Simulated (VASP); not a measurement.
# Pt (Fm-3m) in VASP: further runs

Runs on Pt. Level: PBE. Tasks: relaxation of cell and atoms.

All numbers are computed with VASP 6.6.1; they aren't measurements. Logs are shortened: lines on timing, memory, paths and dates and some standing lists are left out, and cuts for length are marked.

### Step 1. Starting point

The structure is cubic, space group Fm-3m (No. 225). The conventional cell has a = 3.922 Å, b = 3.922 Å, c = 3.922 Å, α = 90.00°, β = 90.00°, γ = 90.00°. Around Pt (site symmetry m-3m) lie 12 Pt at 2.77 Å.

### Step 2. Relaxation of cell and atoms, PBE

INCAR reads:

```
  PREC = Accurate
  ENCUT = 520
  EDIFF = 1E-7
  ISMEAR = 0
  SIGMA = 0.3
  LREAL = F
  LASPH = T
  NELM = 100
  ALGO = Normal
  ISIF = 3
  LWAVE = F
  LCHARG = F
  GGA = PE
  IBRION = 2
  NSW = 80
  EDIFFG = -0.002
```

KPOINTS reads:

```
Automatic mesh
0
Gamma
  18 18 18
```

POSCAR reads:

```
Pt
1.0
    0.0000000000      1.9609000000      1.9609000000
    1.9609000000      0.0000000000      1.9609000000
    1.9609000000      1.9609000000      0.0000000000
Pt
1
Direct
    0.0000000000      0.0000000000      0.0000000000
```

Potentials or basis: VASP PAW PBE potentials, release 64 (Pt).

Launch:

```sh
> cat potpaw_PBE.64/Pt/POTCAR > POTCAR
> mpirun -np 1 vasp_std > vasp.out
```

OUTCAR:

```text
PREC = Accurate
   ENCUT = 520
   EDIFF = 1E-7
   ISMEAR = 0
   LREAL = F
   LASPH = T
   NELM = 100
   ISIF = 3
   GGA = PE
   IBRION = 2
   NSW = 80
   EDIFFG = -0.002

 ion  position               nearest neighbor table
   1  0.000  0.000  0.000-

  LATTYP: Found a face centered cubic cell.
 ALAT       =     3.9218000000

  Lattice vectors:

 A1 = (   0.0000000000,   1.9609000000,   1.9609000000)
 A2 = (   1.9609000000,   0.0000000000,   1.9609000000)
 A3 = (   1.9609000000,   1.9609000000,   0.0000000000)

Analysis of symmetry for initial positions (statically):
=====================================================================
 Subroutine PRICEL returns:
 Original cell was already a primitive cell.

 Routine SETGRP: Setting up the symmetry group for a
 face centered cubic supercell.

 Subroutine GETGRP returns: Found 48 space group operations
 (whereof 48 operations were pure point group operations)
 out of a pool of 48 trial point group operations.

The static configuration has the point symmetry O_h .

Analysis of symmetry for dynamics (positions and initial velocities):
=====================================================================
 Subroutine PRICEL returns:
 Original cell was already a primitive cell.

 Routine SETGRP: Setting up the symmetry group for a
 face centered cubic supercell.

 Subroutine GETGRP returns: Found 48 space group operations
 (whereof 48 operations were pure point group operations)
 out of a pool of 48 trial point group operations.

The dynamic configuration has the point symmetry O_h .

 Subroutine INISYM returns: Found 48 space group operations
 (whereof 48 operations are pure point group operations),
 and found     1 'primitive' translations

----------------------------------------------------------------------------------------

                                     Primitive cell

  volume of cell :      15.0798

  direct lattice vectors                    reciprocal lattice vectors
     0.000000000  1.960900000  1.960900000    -0.254984956  0.254984956  0.254984956
     1.960900000  0.000000000  1.960900000     0.254984956 -0.254984956  0.254984956
     1.960900000  1.960900000  0.000000000     0.254984956  0.254984956 -0.254984956

  length of vectors
     2.773131374  2.773131374  2.773131374     0.441646899  0.441646899  0.441646899

  position of ions in fractional coordinates (direct lattice)
     0.000000000  0.000000000  0.000000000

  ion indices of the primitive-cell ions
[... 98 lines left out ...]
   LORBIT       =      0    0 simple, 1 ext, 2 COOP (PROOUT), +10 PAW based schemes
   GGA     = PE    functional components
   LHFCALC =     F    Hartree Fock is set to
   AEXX    =    0.0000 exact exchange contribution
   IVDW    =     0    specifies the selected vdW correction
   LEPSILON=     F    determine dielectric tensor
   LRPA    =     F    only Hartree local field effects (RPA)
 conjugate gradient relaxation of ions
 non-spin polarized calculation
 Gauss-broadening in eV      SIGMA  =   0.30
  energy-cutoff  :      520.00
  volume of cell :       15.08
 maximum number of plane-waves:       419
 NGX is ok and might be reduce to    24
   NGX = 11   NGY = 11   NGZ = 11

--------------------------------------- Ionic step        1  -------------------------------------------

 number of electron      10.0000000 magnetization

 Free energy of the ion-electron system (eV)
  ---------------------------------------------------
  ext. energy  EPLUGINS =         0.00000000
  ---------------------------------------------------
  free energy    TOTEN  =        -6.12154164 eV

  energy without entropy =       -6.04550825  energy(sigma->0) =       -6.08352494

------------------------ aborting loop because EDIFF is reached ----------------------------------------

  FORCE on cell =-STRESS in cart. coord.  units (eV):
  Direction    XX          YY          ZZ          XY          YZ          ZX
  --------------------------------------------------------------------------------------
  -------------------------------------------------------------------------------------
  Total        0.9477303      0.9477303      0.9477303      0.0000000      0.0000000      0.0000000
  in kB      100.6929335    100.6929335    100.6929335      0.0000000      0.0000000      0.0000000
  external PRESSURE =     100.6929335 kB  Pullay stress =       0.0000000 kB
[... 22 lines left out ...]
--------------------------------------- Ionic step        2  -------------------------------------------

 number of electron      10.0000001 magnetization

 E-fermi :   8.8791     XC(G=0): -12.6967

 val. band max:        8.8755456022   @ k =   0.5000   0.2778   0.0556
 cond. band min:       8.8797715084   @ k =   0.5000   0.0000   0.0000
 fundamental gap:      0.0042259062
 Fermi energy:         8.8791257313

 k-point     1 :       0.0000    0.0000    0.0000
  band No.  band energies     occupation
      1       0.0750      2.00000
      2       5.8267      2.00000
      3       5.8267      2.00000
      4       5.8267      2.00000
      5       7.5483      2.00000
      6       7.5483      2.00000
      7      23.7809      0.00000
      8      27.9972      0.00000
      9      27.9972      0.00000
[... 339 lines left out ...]
  FREE ENERGIE OF THE ION-ELECTRON SYSTEM (eV)
  ---------------------------------------------------
  free  energy   TOTEN  =        -6.1385994361 eV

  energy  without entropy=       -6.0589333336  energy(sigma->0) =       -6.09876638

[... ionic steps 4 to 14 ...]

--------------------------------------- Ionic step       15  -------------------------------------------

 number of electron      10.0000002 magnetization

------------------------ aborting loop because EDIFF is reached ----------------------------------------
[... 65 lines left out ...]
--------------------------------------- Ionic step       17  -------------------------------------------

 number of electron      10.0000002 magnetization

 Free energy of the ion-electron system (eV)
  ---------------------------------------------------
  ext. energy  EPLUGINS =         0.00000000
  ---------------------------------------------------
  free energy    TOTEN  =        -6.13862516 eV

  energy without entropy =       -6.05909289  energy(sigma->0) =       -6.09885903

 E-fermi :  10.5804     XC(G=0): -13.2702

 val. band max:       10.5714516129   @ k =  -0.3333   0.3889   0.1111
 cond. band min:      10.5816734296   @ k =   0.4444   0.1111   0.0000
 fundamental gap:      0.0102218166
 Fermi energy:        10.5803672457

 k-point     1 :       0.0000    0.0000    0.0000
  band No.  band energies     occupation
      1       0.7621      2.00000
      2       7.0029      2.00000
      3       7.0029      2.00000
      4       7.0029      2.00000
      5       9.0286      2.00000
      6       9.0286      2.00000
      7      25.3071      0.00000
      8      30.0632      0.00000
      9      30.0632      0.00000
[... 304 lines left out ...]
  FREE ENERGIE OF THE ION-ELECTRON SYSTEM (eV)
  ---------------------------------------------------
  free  energy   TOTEN  =        -6.1386251589 eV

  energy  without entropy=       -6.0590928918  energy(sigma->0) =       -6.09885903

 reached required accuracy - stopping structural energy minimisation
```

OSZICAR:

```text
N       E                     dE             d eps       ncg     rms          rms(c)
DAV:   1     0.360578993476E+02    0.36058E+02   -0.55520E+03  3687   0.104E+03
DAV:   2    -0.609832536505E+01   -0.42156E+02   -0.40323E+02  3695   0.185E+02
DAV:   3    -0.649655831392E+01   -0.39823E+00   -0.39364E+00  4143   0.185E+01
DAV:   4    -0.649776660118E+01   -0.12083E-02   -0.12081E-02  4051   0.108E+00
[... 96 lines left out ...]
DAV:   1    -0.613862924540E+01   -0.49720E-05   -0.10017E-04  3573   0.106E-01    0.136E-02
DAV:   2    -0.613862513379E+01    0.41116E-05   -0.12869E-05  3529   0.314E-02    0.535E-03
DAV:   3    -0.613862501924E+01    0.11455E-06   -0.11158E-06  3456   0.862E-03    0.311E-03
DAV:   4    -0.613862515796E+01   -0.13872E-06   -0.41628E-08  1841   0.166E-03    0.101E-04
DAV:   5    -0.613862515888E+01   -0.91643E-09   -0.27997E-09  1758   0.484E-04
  17 F= -.61386252E+01 E0= -.60988590E+01  d E =-.252607E-05
```

Run time: 80 s. Hardware: 1 thread of Intel Xeon Platinum 8488C (Sapphire Rapids), shared host; peak memory 0.17 GiB.

What came out:

| Property | Result |
| --- | --- |
| Free energy | -6.1386 eV |
| Relaxed volume | 15.65 Å³/atom |
| Relaxed cell | a = 2.807 Å, b = 2.807 Å, c = 2.807 Å, α = 60.00°, β = 60.00°, γ = 60.00° |
| Space group after relaxing (to 0.05 Å) | Fm-3m (No. 225) |
| Energy gained by relaxing | 17.1 meV/atom |
| Ionic steps | 17 |
| Pressure after relaxing | 0.0 GPa |
| Band gap on the k mesh | none (metal or under the smearing width) |

Step by step:
```csv
step,energy change (eV),largest force (eV/Å),pressure (GPa),volume (Å³)
1,0.0000,0.0000,10.07,15.08
2,0.0841,0.0000,-18.22,17.24
3,-0.0171,0.0000,-0.35,15.67
4,-0.0171,0.0000,-0.03,15.65
5,-0.0171,0.0000,0.16,15.64
6,-0.0171,0.0000,0.16,15.64
7,-0.0171,0.0000,0.13,15.64
8,-0.0171,0.0000,0.13,15.64
9,-0.0171,0.0000,0.13,15.64
10,-0.0171,0.0000,0.13,15.64
11,-0.0171,0.0000,0.13,15.64
12,-0.0171,0.0000,0.13,15.64
13,-0.0171,0.0000,0.11,15.64
14,-0.0171,0.0000,0.08,15.64
15,-0.0171,0.0000,0.04,15.64
16,-0.0171,0.0000,-0.06,15.65
17,-0.0171,0.0000,0.00,15.65
```

Final structure:
```
Pt
1.0
     0.00000    1.98520    1.98520
     1.98520    0.00000    1.98520
     1.98520    1.98520    0.00000
Pt
1
Cartesian
  0.0000 0.0000 0.0000
```

Levels at points of the mesh, in eV from the Fermi level:
| k point | band 2 | band 3 | band 4 | band 5 | band 6 | band 7 | band 8 | band 9 |
| --- | --- | --- | --- | --- | --- | --- | --- | --- |
| (0.00, 0.00, 0.00) | -3.58 | -3.58 | -3.58 | -1.55 | -1.55 | 14.73 | 19.48 | 19.48 |
| (0.50, 0.00, 0.00) | -3.64 | -3.64 | -0.33 | 0.02 | 0.02 | 5.55 | 14.28 | 18.72 |
| (0.50, 0.50, 0.00) | -6.25 | -0.02 | 0.44 | 0.44 | 1.84 | 8.48 | 11.27 | 11.27 |

Spin-orbit coupling is left out, which matters for the levels of Pt. Zero-point motion and thermal expansion aren't in these numbers.

### Step 3. Relaxation of cell and atoms, PBE

This run uses another cell than the first one, of 15.65 Å³/atom, 1.038 times its volume.

INCAR is that of step 2.

KPOINTS is that of step 2.

POSCAR reads:

```
Pt                                      
1.0
    0.0000000000      1.9851963864      1.9851963864
    1.9851963864      0.0000000000      1.9851963864
    1.9851963864      1.9851963864     -0.0000000000
  Pt            
     1
Direct
     0.0000000000000000    0.0000000000000000    0.0000000000000000
```

Potentials or basis: VASP PAW PBE potentials, release 64 (Pt).

Launch:

```sh
> cat potpaw_PBE.64/Pt/POTCAR > POTCAR
> mpirun -np 1 vasp_std > vasp.out
```

It took 17 s on 1 thread of Intel Xeon Platinum 8488C (Sapphire Rapids), shared host; peak memory 0.16 GiB.

Results (log left out):

| Item | Value |
| --- | --- |
| Free energy | -6.1392 eV |
| Pressure after relaxing | 0.0 GPa |
| Band gap on the k mesh | none (metal or under the smearing width) |

Final structure:
```cif
data_structure
_symmetry_space_group_name_H-M 'P 1'
_symmetry_Int_Tables_number 1
_cell_length_a 2.8075
_cell_length_b 2.8075
_cell_length_c 2.8075
_cell_angle_alpha 60.000
_cell_angle_beta 60.000
_cell_angle_gamma 60.000
_cell_volume 15.65
loop_
_atom_site_label
_atom_site_type_symbol
_atom_site_fract_x
_atom_site_fract_y
_atom_site_fract_z
_atom_site_occupancy
Pt1 Pt 0.00000 0.00000 0.00000 1
```

Levels at points of the mesh, in eV from the Fermi level:
| k point | band 2 | band 3 | band 4 | band 5 | band 6 | band 7 | band 8 | band 9 |
| --- | --- | --- | --- | --- | --- | --- | --- | --- |
| (0.00, 0.00, 0.00) | -3.58 | -3.58 | -3.58 | -1.55 | -1.55 | 14.73 | 19.48 | 19.48 |
| (0.50, 0.00, 0.00) | -3.64 | -3.64 | -0.33 | 0.02 | 0.02 | 5.55 | 14.28 | 18.72 |
| (0.50, 0.50, 0.00) | -6.25 | -0.02 | 0.44 | 0.44 | 1.84 | 8.48 | 11.27 | 11.27 |

Caveat: the relaxation stopped at its first step, so nothing moved. Spin-orbit coupling is left out, which matters for the levels of Pt.
